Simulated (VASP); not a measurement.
# Si2Ge (P-3m1) in VASP: a series of runs

The runs below take Si2Ge through relaxation of cell and atoms, with PBE.

All numbers are computed with VASP 6.6.1; they aren't measurements. Logs are shortened: lines on timing, memory, paths and dates and some standing lists are left out, and cuts for length are marked.

### Step 1. The crystal as given

Symmetry: P-3m1, No. 164, trigonal system. Conventional cell: a = 2.963 Å, b = 2.963 Å, c = 7.273 Å, α = 90.00°, β = 90.00°, γ = 120.00°. Around Si (site symmetry 3m) lie 9 Si at 2.85 to 2.96 Å and 3 Ge at 3.03 Å. Ge (site symmetry -3m) has 6 Ge at 2.96 Å and 6 Si at 3.03 Å as nearest neighbours.

The cell was built by a generator and needn't be a form met in nature.

### Step 2. Relaxation of cell and atoms, PBE

Input file INCAR:

```
SYSTEM = Si2Ge
  ALGO = Fast
  EDIFF = 1E-4
  EDIFFG = -0.08
  ENCUT = 520
  GGA = PE
  IBRION = 2
  ISIF = 3
  ISMEAR = 0
  LASPH = .TRUE.
  LCHARG = .FALSE.
  LREAL = .FALSE.
  LWAVE = .FALSE.
  NELM = 60
  NSW = 24
  PREC = Normal
  SIGMA = 0.15
```

Input file KPOINTS:

```
k-points
0
G
  8 8 3
  0 0 0
```

Input file POSCAR:

```
Si2Ge
1.0
    2.9628781300      0.0000000000      0.0000000000
   -1.4814390600      2.5659277300      0.0000000000
    0.0000000000      0.0000000000      7.2733922800
Si Ge
2 1
Direct
    0.3333333300      0.6666666700      0.6563705200
    0.6666666700      0.3333333300      0.3436294800
    0.0000000000      0.0000000000      0.0000000000
```

Potentials or basis: VASP PAW PBE potentials, release 64 (Si, Ge_d).

On the command line:

```
$ cat potpaw_PBE.64/Si/POTCAR potpaw_PBE.64/Ge_d/POTCAR > POTCAR
$ mpirun -np 1 vasp_std > vasp.out
```

OUTCAR:

```text
SYSTEM = Si2Ge
   EDIFF = 1E-4
   EDIFFG = -0.08
   ENCUT = 520
   GGA = PE
   IBRION = 2
   ISIF = 3
   ISMEAR = 0
   LASPH = .TRUE.
   LREAL = .FALSE.
   NELM = 60
   NSW = 24
   PREC = Normal

 ion  position               nearest neighbor table
   1  0.333  0.667  0.656-   2 2.85   2 2.85   2 2.85   3 3.03   3 3.03   3 3.03
   2  0.667  0.333  0.344-   1 2.85   1 2.85   1 2.85   3 3.03   3 3.03   3 3.03
   3  0.000  0.000  0.000-   1 3.03   2 3.03   1 3.03   2 3.03   2 3.03   1 3.03

  LATTYP: Found a hexagonal cell.
 ALAT       =     2.9628781300
 C/A-ratio  =     2.4548401793

  Lattice vectors:

 A1 = (   2.9628781300,   0.0000000000,   0.0000000000)
 A2 = (  -1.4814390600,   2.5659277300,   0.0000000000)
 A3 = (   0.0000000000,   0.0000000000,   7.2733922800)

Analysis of symmetry for initial positions (statically):
=====================================================================
 Subroutine PRICEL returns:
 Original cell was already a primitive cell.

 Routine SETGRP: Setting up the symmetry group for a
 hexagonal supercell.

 Subroutine GETGRP returns: Found 12 space group operations
 (whereof 12 operations were pure point group operations)
 out of a pool of 24 trial point group operations.

The static configuration has the point symmetry D_3d.

Analysis of symmetry for dynamics (positions and initial velocities):
=====================================================================
 Subroutine PRICEL returns:
 Original cell was already a primitive cell.

 Routine SETGRP: Setting up the symmetry group for a
 hexagonal supercell.

 Subroutine GETGRP returns: Found 12 space group operations
 (whereof 12 operations were pure point group operations)
 out of a pool of 24 trial point group operations.

The dynamic configuration has the point symmetry D_3d.

 Subroutine INISYM returns: Found 12 space group operations
 (whereof 12 operations are pure point group operations),
 and found     1 'primitive' translations

----------------------------------------------------------------------------------------

                                     Primitive cell

  volume of cell :      55.2962

  direct lattice vectors                    reciprocal lattice vectors
     2.962878130  0.000000000  0.000000000     0.337509663  0.194861294  0.000000000
    -1.481439060  2.565927730  0.000000000     0.000000000  0.389722590  0.000000000
     0.000000000  0.000000000  7.273392280     0.000000000  0.000000000  0.137487428

  length of vectors
     2.962878130  2.962878128  7.273392280     0.389722590  0.389722590  0.137487428

  position of ions in fractional coordinates (direct lattice)
     0.333333330  0.666666670  0.656370520
     0.666666670  0.333333330  0.343629480
     0.000000000  0.000000000  0.000000000

  ion indices of the primitive-cell ions
   primitive index   ion index
                 1           1
                 2           2
                 3           3

----------------------------------------------------------------------------------------

 KPOINTS: k-points

Automatic generation of k-mesh.
 Grid dimensions read from file:
 generate k-points for:    8    8    3

 Generating k-lattice:

  Cartesian coordinates                     Fractional coordinates (reciprocal lattice)
     0.042188708  0.024357662  0.000000000     0.125000000 -0.000000000  0.000000000
     0.000000000  0.048715324  0.000000000     0.000000000  0.125000000  0.000000000
     0.000000000  0.000000000  0.045829143     0.000000000  0.000000000  0.333333333

  Length of vectors
     0.048715324  0.048715324  0.045829143

  Shift w.r.t. Gamma in fractional coordinates (k-lattice)
     0.000000000  0.000000000  0.000000000

 Subroutine IBZKPT returns following result:
 ===========================================

 Found     25 irreducible k-points:

 Following reciprocal coordinates:
            Coordinates               Weight
  0.000000  0.000000  0.000000      1.000000
  0.125000  0.000000  0.000000      6.000000
  0.250000  0.000000  0.000000      6.000000
  0.375000  0.000000  0.000000      6.000000
  0.500000  0.000000  0.000000      3.000000
  0.125000  0.125000  0.000000      6.000000
[... 16 lines left out ...]
 -0.125000  0.500000  0.333333     12.000000
  0.250000  0.250000  0.333333     12.000000
   k-points           NKPTS =     25   k-points in BZ     NKDIM =     25   number of bands    NBANDS=     15
   number of dos      NEDOS =    301   number of ions     NIONS =      3
   total plane-waves  NPLWV =  13608
   dimension x,y,z NGX =    18 NGY =   18 NGZ =   42
   dimension x,y,z NGXF=    36 NGYF=   36 NGZF=   84
   ions per type =               2   1
   NGX,Y,Z   is equivalent  to a cutoff of  10.10, 10.10,  9.60 a.u.
   NGXF,Y,Z  is equivalent  to a cutoff of  20.20, 20.20, 19.20 a.u.
 SYSTEM =  Si2Ge
   PREC   = normal    normal or accurate (medium, high low for compatibility)
   ISTART =      0    job   : 0-new  1-cont  2-samecut
   ICHARG =      2    charge: 1-file 2-atom 10-const
   ISPIN  =      1    spin polarized calculation?
   LNONCOLLINEAR =      F non collinear calculations
   LSORBIT =      F    spin-orbit coupling
   LASPH  =      T    aspherical Exc in radial PAW
   ENCUT  =  520.0 eV  38.22 Ry    6.18 a.u.   5.51  5.51 13.52*2*pi/ulx,y,z
   NELM   =     60;   NELMIN=  2; NELMDL= -5     # of ELM steps
   EDIFF  = 0.1E-03   stopping-criterion for ELM
   LREAL  =      F    real-space projection
   EDIFFG = -.8E-01   stopping-criterion for IOM
   NSW    =     24    number of steps for IOM
   IBRION =      2    ionic relax: 0-MD 1-quasi-New 2-CG
   NFREE  =      1    steps in history (QN), initial steepest desc. (CG)
   ISIF   =      3    stress and relaxation
   ISYM   =      2    0-nonsym 1-usesym 2-fastsym
   POTIM  = 0.5000    time-step for ionic-motion
   TEBEG  =    0.0;   TEEND  =   0.0 temperature during run
   PSTRESS=    0.0 pullay stress
   NELECT =      22.0000    total number of electrons
   NUPDOWN=      -1.0000    fix difference up-down
   EMIN   =  10.00;   EMAX   =-10.00  energy-range for DOS
   EFERMI =   0.00;   METHOD = LEGACY
   ISMEAR =     0;   SIGMA  =   0.15  broadening in eV -4-tet -1-fermi 0-gaus
   EFERMI_NEDOS =   21; number of points for ismear=-14 and -15
   IALGO  =     68    algorithm
   IMIX   =      4    mixing-type and parameters
     AMIX     =   0.40;   BMIX     =  1.00
     AMIX_MAG =   1.60;   BMIX_MAG =  1.00
  volume/ion in A,a.u.               =      18.43       124.39
  Fermi-wavevector in a.u.,A,eV,Ry     =   1.204067  2.275357 19.725418  1.449777
  Thomas-Fermi vector in A             =   2.339803
   LORBIT       =      0    0 simple, 1 ext, 2 COOP (PROOUT), +10 PAW based schemes
   GGA     = PE    functional components
   LHFCALC =     F    Hartree Fock is set to
   AEXX    =    0.0000 exact exchange contribution
   IVDW    =     0    specifies the selected vdW correction
   LEPSILON=     F    determine dielectric tensor
   LRPA    =     F    only Hartree local field effects (RPA)
 conjugate gradient relaxation of ions
 non-spin polarized calculation
 RMM-DIIS sequential band-by-band and
 Gauss-broadening in eV      SIGMA  =   0.15
  energy-cutoff  :      520.00
  volume of cell :       55.30
 maximum number of plane-waves:      1521
   NGX = 11   NGY = 11   NGZ = 27

--------------------------------------- Ionic step        1  -------------------------------------------

 number of electron      21.9999989 magnetization

 Free energy of the ion-electron system (eV)
  ---------------------------------------------------
  ext. energy  EPLUGINS =         0.00000000
  ---------------------------------------------------
  free energy    TOTEN  =       -13.66458784 eV

  energy without entropy =      -13.64535021  energy(sigma->0) =      -13.65496902

------------------------ aborting loop because EDIFF is reached ----------------------------------------

  FORCE on cell =-STRESS in cart. coord.  units (eV):
  Direction    XX          YY          ZZ          XY          YZ          ZX
  --------------------------------------------------------------------------------------
  -------------------------------------------------------------------------------------
  Total       -3.0041362     -3.0041362     -1.1348304     -0.0000000      0.0000000      0.0000000
  in kB      -87.0432255    -87.0432256    -32.8810999     -0.0000002      0.0000000      0.0000000
  external PRESSURE =     -68.9891837 kB  Pullay stress =       0.0000000 kB
[... 92 lines left out ...]
  FREE ENERGIE OF THE ION-ELECTRON SYSTEM (eV)
  ---------------------------------------------------
  free  energy   TOTEN  =       -13.8433518991 eV

  energy  without entropy=      -13.8325022674  energy(sigma->0) =      -13.83792708

[... ionic steps 4 to 9 ...]

--------------------------------------- Ionic step       10  -------------------------------------------

 number of electron      21.9999990 magnetization

------------------------ aborting loop because EDIFF is reached ----------------------------------------
[... 69 lines left out ...]
--------------------------------------- Ionic step       12  -------------------------------------------

 number of electron      21.9999990 magnetization

 Free energy of the ion-electron system (eV)
  ---------------------------------------------------
  ext. energy  EPLUGINS =         0.00000000
  ---------------------------------------------------
  free energy    TOTEN  =       -13.86300599 eV

  energy without entropy =      -13.85009525  energy(sigma->0) =      -13.85655062

 E-fermi :   8.6166     XC(G=0): -11.1250

 val. band max:        8.3518273951   @ k =   0.2500   0.2500   0.0000
 cond. band min:       8.6330100734   @ k =   0.2500   0.1250   0.0000
 fundamental gap:      0.2811826783
 Fermi energy:         8.6165841994

 k-point     1 :       0.0000    0.0000    0.0000
  band No.  band energies     occupation
      1     -16.2538      2.00000
      2     -16.2185      2.00000
      3     -16.2185      2.00000
      4     -16.1254      2.00000
      5     -16.1254      2.00000
      6      -5.2295      2.00000
      7      -3.0064      2.00000
      8      -2.0395      2.00000
      9       5.6381      2.00000
     10       5.9811      2.00000
     11      16.8674      0.00000
     12      16.9890      0.00000
     13      16.9890      0.00000
     14      17.5896      0.00000
[... 401 lines left out ...]
      2     -16.1989      2.00000
      3     -16.1718      2.00000
      4     -16.1634      2.00000
      5     -16.0895      2.00000
      6      -0.2266      2.00000
      7       0.6209      2.00000
      8       3.9726      2.00000
      9       5.8011      2.00000
     10       6.0467      2.00000
     11       6.5380      2.00000
     12       7.1170      2.00000
     13       8.0176      2.00000
     14       9.9634      0.00000
     15      10.3375      0.00000

 [... further k-points ...]

------------------------ aborting loop because EDIFF is reached ----------------------------------------

  FORCE on cell =-STRESS in cart. coord.  units (eV):
  Direction    XX          YY          ZZ          XY          YZ          ZX
  --------------------------------------------------------------------------------------
  -------------------------------------------------------------------------------------
  Total       -0.0467235     -0.0467235     -0.0145726     -0.0000000      0.0000000     -0.0000000
  in kB       -1.5204737     -1.5204737     -0.4742206     -0.0000000      0.0000000     -0.0000000
  external PRESSURE =      -1.1717226 kB  Pullay stress =       0.0000000 kB
[... 18 lines left out ...]
  FREE ENERGIE OF THE ION-ELECTRON SYSTEM (eV)
  ---------------------------------------------------
  free  energy   TOTEN  =       -13.8630059880 eV

  energy  without entropy=      -13.8500952481  energy(sigma->0) =      -13.85655062

 reached required accuracy - stopping structural energy minimisation
```

Wall time 43 s (1 thread of Intel Xeon Platinum 8488C (Sapphire Rapids), shared host); peak memory 0.15 GiB.

Results:

| Quantity | Value |
| --- | --- |
| Free energy | -13.8630 eV |
| Relaxed volume | 16.41 Å³/atom |
| Relaxed cell | a = 2.783 Å, b = 2.783 Å, c = 7.339 Å, α = 90.00°, β = 90.00°, γ = 120.00° |
| Space group after relaxing (to 0.05 Å) | P-3m1 (No. 164) |
| Energy gained by relaxing | 66.1 meV/atom |
| Ionic steps | 12 |
| Pressure after relaxing | -0.1 GPa |
| Largest force after relaxing | 0.073 eV/Å |
| Band gap on the k mesh | none (metal or under the smearing width) |

Forces in eV/Å, atoms in the order of the input:
```
Si   0.000  0.000  0.073
Si   0.000  0.000 -0.073
Ge   0.000  0.000  0.000
```

The path:
```csv
step,energy change (eV),largest force (eV/Å),pressure (GPa),volume (Å³)
1,0.0000,0.1852,-6.90,55.30
2,-0.1778,0.0650,0.26,49.17
3,-0.1788,0.0806,3.34,48.73
4,-0.1783,0.0686,-1.25,49.05
5,-0.1786,0.0745,1.56,48.89
6,-0.1957,0.1420,0.87,48.84
7,-0.1960,0.1549,0.55,48.83
8,-0.1985,0.0747,-2.51,49.25
9,-0.1982,0.0942,0.55,49.16
10,-0.1983,0.0872,0.30,49.19
11,-0.1984,0.0814,0.02,49.22
12,-0.1984,0.0733,-0.12,49.23
```

Final structure:
```
CELL_PARAMETERS angstrom
2.78320 0.00000 0.00000
-1.39160 2.41032 0.00000
0.00000 0.00000 7.33919
ATOMIC_POSITIONS crystal
Si 0.33333 0.66667 0.65641
Si 0.66667 0.33333 0.34359
Ge 0.00000 0.00000 0.00000
```

Levels at points of the mesh, in eV from the Fermi level:
```tsv
k point	band 9	band 10	band 11	band 12	band 13	band 14
(0.00, 0.00, 0.00)	-2.98	-2.64	8.25	8.37	8.37	8.97
(0.50, 0.00, 0.00)	-5.02	-4.53	-4.38	2.01	2.93	3.06
```

Caveat: the relaxation stopped at a loose force limit of 0.08 eV/Å, so its end isn't a converged minimum.

### Step 3. Relaxation of cell and atoms, PBE

This run uses another cell than the first one: it holds 6 atoms, not 3.

INCAR is that of step 2.

Input file KPOINTS:

```
k-points
0
G
  5 5 3
  0 0 0
```

Input file POSCAR:

```
Si2Ge
1.0
    4.3234510100      0.0000000000      0.0000000000
   -2.1617255100      3.7442184100      0.0000000000
    0.0000000000      0.0000000000      5.2727236800
Si Ge
4 2
Direct
    0.0000000000      0.0000000000      0.5000000000
    0.0000000000      0.0000000000      0.0000000000
    0.6666666700      0.3333333300      0.2500000000
    0.3333333300      0.6666666700      0.7500000000
    0.6666666700      0.3333333300      0.7500000000
    0.3333333300      0.6666666700      0.2500000000
```

Potentials or basis: VASP PAW PBE potentials, release 64 (Si, Ge_d).

On the command line:

```
$ cat potpaw_PBE.64/Si/POTCAR potpaw_PBE.64/Ge_d/POTCAR > POTCAR
$ mpirun -np 1 vasp_std > vasp.out
```

It took 36 s on 1 thread of Intel Xeon Platinum 8488C (Sapphire Rapids), shared host; peak memory 0.15 GiB.

The run converged. Its results:

```
Free energy                            : -27.3195 eV
Relaxed volume                         : 16.31 Å³/atom
Relaxed cell                           : a = 4.521 Å, b = 4.521 Å, c = 5.529 Å, α = 90.00°, β = 90.00°, γ = 120.00°
Space group after relaxing (to 0.05 Å) : P6_3/mmc (No. 194)
Energy gained by relaxing              : 92.1 meV/atom
Ionic steps                            : 6
Pressure after relaxing                : 0.4 GPa
```

Stress tensor (GPa, compression positive):
```
 0.63  0.00  0.00
 0.00  0.63  0.00
 0.00  0.00 -0.06
```

Step by step:
```csv
step,energy change (eV),largest force (eV/Å),pressure (GPa),volume (Å³)
1,0.0000,0.0000,14.40,85.35
2,-0.5069,0.0000,-3.70,102.14
3,-0.5489,0.0000,0.49,98.07
4,-0.5485,0.0000,-0.45,98.42
5,-0.5529,0.0000,0.83,97.80
6,-0.5528,0.0000,0.40,97.87
```

Final structure:
```cif
data_structure
_symmetry_space_group_name_H-M 'P 1'
_symmetry_Int_Tables_number 1
_cell_length_a 4.5209
_cell_length_b 4.5209
_cell_length_c 5.5292
_cell_angle_alpha 90.000
_cell_angle_beta 90.000
_cell_angle_gamma 120.000
_cell_volume 97.87
loop_
_atom_site_label
_atom_site_type_symbol
_atom_site_fract_x
_atom_site_fract_y
_atom_site_fract_z
_atom_site_occupancy
Si1 Si 0.00000 0.00000 0.50000 1
Si2 Si 0.00000 0.00000 0.00000 1
Si3 Si 0.66667 0.33333 0.25000 1
Si4 Si 0.33333 0.66667 0.75000 1
Ge1 Ge 0.66667 0.33333 0.75000 1
Ge2 Ge 0.33333 0.66667 0.25000 1
```

Levels at points of the mesh, in eV from the Fermi level:
| k point | band 20 | band 21 | band 22 | band 23 | band 24 | band 25 |
| --- | --- | --- | --- | --- | --- | --- |
| (0.00, 0.00, 0.00) | -0.97 | -0.97 | -0.87 | -0.87 | -0.42 | -0.28 |

Caveat: the k mesh is coarse (spacing up to 0.40 Å⁻¹), so the values aren't converged; the bands computed are all filled at some k points, so no gap is given; the relaxation stopped at a loose force limit of 0.08 eV/Å, so its end isn't a converged minimum.
